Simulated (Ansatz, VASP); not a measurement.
One calculation of GaP, two programs

```xyz
2
Lattice="0.0000 2.7258 2.7258 2.7258 0.0000 2.7258 2.7258 2.7258 0.0000" Properties=species:S:1:pos:R:3 pbc="T T T"
Ga    0.0000    0.0000    0.0000
P     1.3629    1.3629    1.3629
```

The cell is a database's computed one.

Alike in both runs: task relaxation of cell and atoms; functional PBEsol; k mesh 8 × 8 × 8; occupations gaussian, width 0.02 eV; no spin polarisation.

```csv
,VASP,Ansatz
version,VASP 6.6.1,Ansatz 0.2.0
potentials or method,"VASP PAW PBE potentials, release 64 (Ga_d, P)","scalar-relativistic, plane waves, PAW"
plane-wave cutoff (eV),600,420
valence electrons in the cell,18,18
```

|  | VASP | Ansatz | Ansatz less VASP |
| --- | --- | --- | --- |
| gap on the k mesh at the Fermi level, each at its own relaxed structure (eV) | 1.50 | 1.50 | -0.001 |
| relaxed volume (Å³/atom) | 20.09 | 20.11 | +0.018 |
| relaxed cell length with the largest relative difference (Å) | 3.844 | 3.846 | +0.0011 |

Caveats: the PAW data sets were made with another functional, which shifts forces and pressure a little (VASP). PBEsol gaps usually lie below the measured ones, often by a third to a half. A k mesh can miss the band edges.
